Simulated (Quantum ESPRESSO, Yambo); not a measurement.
An input for Yambo 5.3.0 (SiC (F-43m)):

```
optics
bss
bse
em1s
dipoles
rim_cut
RandQpts= 1000000
RandGvec= 1 RL
Chimod= "HARTREE"
BSKmod= "SEX"
BSEmod= "resonant"
BSSmod= "d"
BSENGexx= 30 Ry
BSENGBlk= 6 Ry
% BSEQptR
 1 | 1 |
%
% BSEBands
 2 | 8 |
%
% BEnRange
 0 | 11 | eV
%
% BDmRange
 0.1 | 0.1 | eV
%
BEnSteps= 111
% BLongDir
 1 | 0 | 0 |
%
% BndsRnXs
 1 | 25 |
%
NGsBlkXs= 6 Ry
% LongDrXs
 1 | 1 | 1 |
%
% KfnQP_E
 0.993 | 1.0 | 1.0 |
%
WRbsWF
```

```sh
OMP_NUM_THREADS=1 mpirun -n 4 yambo -F bse3.in -J bse3 -C bse3 > bse3.log
```

The stored states that it reads are on a 6×6×6 mesh. It takes space group F-43m (No. 216, cubic). Conventional cell: a = 4.358 Å, b = 4.358 Å, c = 4.358 Å, α = 90.00°, β = 90.00°, γ = 90.00°. Si has 4 C at 1.89 Å nearest. Nearest to C lie 4 Si at 1.89 Å. Farther neighbours are not listed.

Q: Estimate wall time and host memory on 4 MPI ranks of Arm Neoverse N1, shared host.

It took 2.1 min; on shared hardware allow 64 s to 4.3 min. Peak host memory was 1.5 GiB.

The kernel grows as the square of the matrix size, and full diagonalisation as its cube.

[Paths, hosts, dates, memory and timing lines, banners, echoed tables and standing remarks are left out of the program output.]

[Logs are printed without paths, hosts, clocks, repeated set-up lines and the standing remarks that a program may print on its own settings, such as how far it seeks lower states.]

[Runs of the session that timed out or met a known fault of the program may be left out.]

[Hosts, paths, dates, database ids (printed as entryN), source tags and the programs' standing remarks are cut or masked in the printed files.]
